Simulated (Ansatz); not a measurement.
The system is PbF2 (Fluorocronite).

```
CELL_PARAMETERS angstrom
0.00000 2.96366 2.96366
2.96366 0.00000 2.96366
2.96366 2.96366 0.00000
ATOMIC_POSITIONS crystal
Pb 0.00000 0.00000 0.00000
F 0.75000 0.75000 0.75000
F 0.25000 0.25000 0.25000
```

Base run:

| Property | Result |
| --- | --- |
| Program | Ansatz 0.2.0 |
| Functional | r2SCAN |
| Potentials or basis | Ansatz PAW |
| Cutoff | 500 eV |
| Density cutoff | 2000 eV |
| k mesh | 8 × 8 × 8 |
| Occupations | fermi-dirac, width 0.05 eV |
| Spin | no spin polarisation |

Its results: band gap on the k mesh 4.93 eV, indirect (least direct gap 5.07 eV); pressure -0.2 GPa.

Question: The run is repeated on the same cell with these changes: functional from r2SCAN to PBEsol; cutoff from 500 eV to 420 eV; density cutoff from 2000 eV to 1680 eV. What comes out?

Answer: Band gap on the k mesh 4.31 eV, indirect (least direct gap 4.46 eV); pressure -1.1 GPa.

r2SCAN gives the wider gap, since meta-GGAs in the generalised Kohn-Sham scheme recover part of the derivative discontinuity.

Caveats: spin-orbit coupling is left out, which as a rule narrows the gap of such compounds by several tenths of an eV; the PAW data sets come from PBE, with cores solved anew for the run's functional, which leaves a small shift of forces and pressure.

Not every run made on this cell is shown here.
